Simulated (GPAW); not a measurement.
Crystal: GaCuSe2.

```
Se Ga Cu
1.0
    -2.80955    2.80955    5.51300
     2.80955   -2.80955    5.51300
     2.80955    2.80955   -5.51300
Se Ga Cu
4 2 2
Direct
  0.12562 0.62500 0.00062
  0.87500 0.87438 0.49938
  0.62438 0.12500 0.99938
  0.37500 0.37562 0.50062
  0.25000 0.75000 0.50000
  0.50000 0.50000 0.00000
  0.75000 0.25000 0.50000
  0.00000 0.00000 0.00000
```

Base run:

- Program: GPAW 26.7.0
- Functional: PBE
- Potentials or basis: GPAW PAW data sets (gpaw-data 1.2.1)
- Cutoff: 450 eV
- Basis: pw
- k mesh: 5 × 5 × 5
- Occupations: fermi-dirac, width 0.001 eV
- Spin: no spin polarisation

Its results: band gap on the k mesh 0.26 eV, direct; electronic dielectric tensor (diagonal) 37.86, 37.86, 97.20.

Problem. The run is repeated on the same cell with these changes: hubbard terms from none to Cu d U = 2.0 eV. What comes out?

Solution. Band gap on the k mesh 0.45 eV, direct; electronic dielectric tensor (diagonal) 19.07, 19.07, 29.23.

The U term pushes filled and empty states of the shell apart.

Caveats: the long-wavelength limit can be off by several per cent where d states take part; the gap is small at this level, which inflates the dielectric constant; response on these states lacks terms of the Hamiltonian (some runs).

A k mesh can miss the band edges.

Not every run made on this cell is shown here.
